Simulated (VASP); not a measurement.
Wanted: the native input for a VASP 6.6.1 run.

```yaml
Task: single point
Functional: PBE
Dispersion: D3(BJ)
Potentials_or_basis: VASP PAW PBE potentials, release 64 (C)
Cutoff: 520 eV
k_mesh: 21 × 21 × 1
Occupations: gaussian, width 0.1 eV
Spin: no spin polarisation
Dipole_correction: yes
Further_INCAR_settings: ALGO = Fast; EDIFF = 1e-06; NBANDS = 11
```

The structure of C lies in POSCAR:

```
C
1.0
    2.5150333388      0.0000000000      0.0000000000
   -1.2575166694      2.1353752576      0.0000000000
    0.0000000000      0.0000000000     28.0000000000
C
2
Direct
    0.3329878837      0.6659757673      0.5000000000
    0.6670121163      0.3340242327      0.5000000000
```

The cell was built by a generator and needn't be a form met in nature.

The cell isn't the ideal one: strain along x +0.020, atoms relaxed.

These files were run (other wordings do the same):

INCAR

```
ALGO     = Fast           # electronic algorithm
DIPOL    = 0.5 0.5 0.500
EDIFF    = 1E-6           # SCF threshold, eV
ENCUT    = 520            # plane-wave cutoff, eV
GGA      = PE             # functional
IDIPOL   = 3            
ISIF     = 2              # what is computed and relaxed
ISMEAR   = 0              # smearing method
IVDW     = 12             # dispersion correction
LASPH    = True           # aspherical terms in the spheres
LCHARG   = False          # write CHGCAR
LDIPOL   = True         
LREAL    = False          # projectors in reciprocal space
LWAVE    = False          # write WAVECAR
NBANDS   = 11             # bands
NELM     = 100            # most SCF steps
PREC     = Accurate       # precision mode
SIGMA    = 0.1            # smearing width, eV
```

KPOINTS

```
k-points
0
Gamma
  21 21 1
```

Potentials or basis: VASP PAW PBE potentials, release 64 (C).

Run with:

```bash
$ cat potpaw_PBE.64/C/POTCAR > POTCAR
$ mpirun -np 1 vasp_std > vasp.out
```

Results of the run:

```yaml
Largest_force: 0.004 eV/Å
Band_gap_on_the_k_mesh: 0.22 eV, direct
Dispersion_energy_per_atom: -0.088 eV
```

Wall time 7.9 min on 1 thread of AMD EPYC 7R43 64-Core Processor (Zen 3), on a shared host, peak memory 0.32 GiB.
